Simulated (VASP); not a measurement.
**BN: single point with r2SCAN**

Crystal: BN.

```
B N
1.0
     0.00000    1.77865    1.74583
     1.77865    0.00000    1.74583
     1.77865    1.77865    0.00000
B N
1 1
Cartesian
  0.0000 0.0000 0.0000
  1.7786 1.7786 1.7458
```

The cell was built by a generator and needn't be a form met in nature.

The cell isn't the ideal one: biaxial_xy strain +1.9%.

```yaml
Program: VASP 6.6.1
Task: single point
Functional: r2SCAN
Potentials_or_basis: VASP PAW PBE potentials, release 64 (B, N)
Cutoff: 520 eV
k_mesh: 12 × 12 × 12
Occupations: gaussian, width 0.01 eV
Spin: no spin polarisation
Dipole_correction: no
Further_INCAR_settings: ALGO = Normal; EDIFF = 1e-06; NBANDS = 11
```

```
Pressure               : -13.3 GPa
Band gap on the k mesh : 0.76 eV, indirect (least direct gap 6.17 eV)
```

Stress tensor (GPa, compression positive):
```
-14.20   0.00   0.00
  0.00 -14.20   0.00
  0.00   0.00 -11.47
```

Levels at points of the mesh, in eV from the valence-band top:
```csv
k point,band 1,band 2,band 3,band 4,band 5,band 6,band 7,band 8,band 9
"(0.00, 0.00, 0.00)",-23.21,-1.21,-0.77,-0.77,9.01,12.41,12.41,13.43,19.09
"(0.50, 0.00, 0.00)",-18.03,-12.82,-0.78,-0.64,5.53,5.74,7.62,14.01,23.82
"(0.50, 0.50, 0.00)",-15.12,-11.89,-5.83,-5.83,0.76,9.45,15.20,15.20,17.39
"(0.50, 0.00, 0.50)",-15.49,-11.92,-5.89,-5.41,1.18,9.72,14.92,15.88,16.83
```

It took 28 s on 1 thread of Intel(R) Xeon(R) 6975P-C (Granite Rapids) (shared host), peak memory 0.13 GiB.

Caveat: the PAW data sets were made with another functional, which shifts forces and pressure a little. A k mesh can miss the band edges.
